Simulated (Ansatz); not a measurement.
Co: pressure and cell moment against volume per atom

All results are calculated (Ansatz 0.2.0). Periodic Kohn-Sham DFT of a crystal at fixed atoms; pressure and stress are positive in compression; the energy is the free energy less that of spherical unpolarised free atoms; site moments are those in the method's own spheres, positive along +z.

Cell of the first row (space group P6_3/mmc, No. 194):
```
Co
1.0
      2.4676     0.0000     0.0000
     -1.2338     2.1370     0.0000
      0.0000     0.0000     4.0075
Co
2
Direct
  0.33333 0.66667 0.25000
  0.66667 0.33333 0.75000
```

Settings of every row: method all-electron PAW; functional PBE; relativity scalar; k mesh 19x19x10; filling fermi-dirac; smearing width 0.05 eV; nucleus gaussian.

Atom:
| element | start moment (bohr magneton) |
| --- | --- |
| Co | 2 |
| Co | 2 |

| row | volume per atom (Å³) | pressure (GPa) | cell moment (bohr magneton) |
| --- | --- | --- | --- |
| 1 | 10.566 | ? | ? |
| 2 | 10.791 | 1.342 | 3.223 |
| 3 | 11.016 | -2.933 | 3.259 |
| 4 | 11.128 | -4.893 | 3.276 |
| 5 | 11.353 | -8.479 | 3.309 |
| 6 | 11.465 | -10.117 | 3.325 |
| 7 | 11.69 | -13.126 | 3.355 |

Question: what pressure and cell moment should row 1 give?

Worked fit of pressure. Take u = (V_r/V)^(2/3) − 1 with V_r = 11.241 Å³ an atom, which is twice the finite (Eulerian) strain; such expansions in the strain, on which the Birch-Murnaghan equation of state is built, carry the rest volume and the bulk modulus. The shown rows have u = 0.02761, 0.01357, 0.00676, -0.00659, -0.01307, -0.02577. Least squares give pressure = −6.7452 + 269.383 × u + 849.65 × u² GPa; a straight line predicts inner rows, each left out in turn, worse (root mean square 0.23 against 0.0073 GPa). The rows lie off it by 0.002, 0.000, -0.008, 0.005, 0.004, -0.003 (root mean square 0.0044 GPa). The pressure vanishes at u = 0.0233, or V = 10.86 Å³ an atom, and there the bulk modulus at fixed shape and fractions is B = −V dP/dV = (2/3)(1 + u) dP/du = 211 GPa. Letting shape and atoms relax would as a rule lower it, by much in layered, chain or molecular crystals. The withheld row has u = 0.04215, so the fit gives −6.7452 + 269.383 × (0.04215) + 849.65 × (0.04215)² = 6.119 GPa.

The calculation gave 6.118 GPa. The fit lies 0.001 GPa (0.0052 % of the column's range) above it, one unit of the last digit. This row lies beyond the range of the fit.

Worked fit of cell moment. Take t = volume per atom − 11, in Å³. The shown rows have t = -0.209, 0.016, 0.128, 0.353, 0.465, 0.69. Least squares give cell moment = 3.2564 + 0.1559 × t − 0.0189 × t² bohr magneton; a straight line predicts inner rows, each left out in turn, worse (root mean square 0.0014 against 0.00016 bohr magneton). All shown rows lie on it to the printed digit. The withheld row has t = -0.434, so the fit gives 3.2564 + 0.1559 × (-0.434) − 0.0189 × (-0.434)² = 3.185 bohr magneton.

The calculation gave 3.182 bohr magneton. The fit lies 0.003 bohr magneton (1.7 % of the column's range) above it; its largest miss of a shown row is 0.000 bohr magneton. This row lies beyond the range of the fit.
